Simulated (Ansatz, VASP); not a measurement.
## PtSe2 (Sudovikovite) in VASP and in Ansatz

INCAR

```
PREC = Accurate ; ENCUT = 520
EDIFF = 1E-7 ; ISMEAR = -1
SIGMA = 0.05 ; LREAL = False
LASPH = True ; NELM = 100
ALGO = Normal ; ISIF = 2
LWAVE = False ; LCHARG = False
GGA = PE ; NBANDS = 18
```

The input KPOINTS:

```
Automatic mesh
0
Gamma
  8 8 5
```

Contents of POSCAR:

```
PtSe2
1.0
    3.7970381507      0.0000000000      0.0000000000
   -1.8985190754      3.2883314977      0.0000000000
    0.0000000000      0.0000000000      5.1612801071
Pt Se
1 2
Direct
    0.0000000000      0.0000000000      0.0000000000
    0.6666666667      0.3333333333      0.7500000000
    0.3333333333      0.6666666667      0.2500000000
```

input.yaml

```yaml
crystal:
  lattice:
    - [3.7970381507, 0.0, 0.0]
    - [-1.8985190754, 3.2883314977, 0.0]
    - [0.0, 0.0, 5.1612801071]
  atoms:
    - { symbol: Pt, position: [0.0, 0.0, 0.0] }
    - { symbol: Se, position: [0.6666666667, 0.3333333333, 0.75] }
    - { symbol: Se, position: [0.3333333333, 0.6666666667, 0.25] }
hamiltonian:
  xc: pbe
  pseudopotentials: { kind: paw }
kpoints:
  mp_grid: { grid: [8, 8, 5] }
scf:
  occupations: { method: fermi_dirac, width: 0.05 }
output:
  forces: true
  stress: true
  eigenvalues: true
  write_density: true
  write_potential: true
  elf: true
  volumetric_format: npy
```

Change from the starting cell: volume scaled by 1.06.

Alike in both runs: task single point; functional PBE; k mesh 8 × 8 × 5; occupations fermi-dirac, width 0.05 eV; no spin polarisation.

```csv
,VASP,Ansatz
version,VASP 6.6.1,Ansatz 0.2.0
potentials or method,"VASP PAW PBE potentials, release 64 (Pt, Se)",Ansatz PAW
plane-wave cutoff (eV),520,420
valence electrons in the cell,22,50
```

|  | VASP | Ansatz | Ansatz less VASP |
| --- | --- | --- | --- |
| gap on the k mesh at the Fermi level (eV) | none | none | - |
| pressure (GPa) | -0.2 | -0.1 | +0.04 |
| largest component of the traceless stress (GPa) | 0.50 | 0.50 | +0.004 |
| rms of the force components (eV/Å) | 0.040 | 0.041 | +0.0016 |

Atom by atom the forces differ by 0.002 eV/Å (rms over components). A gap of «none» marks a metal or a gap that the smearing closes. The two sets of potentials don't hold the same shells in valence.

The runs have no spin-orbit coupling, so splittings on Pt are missing.
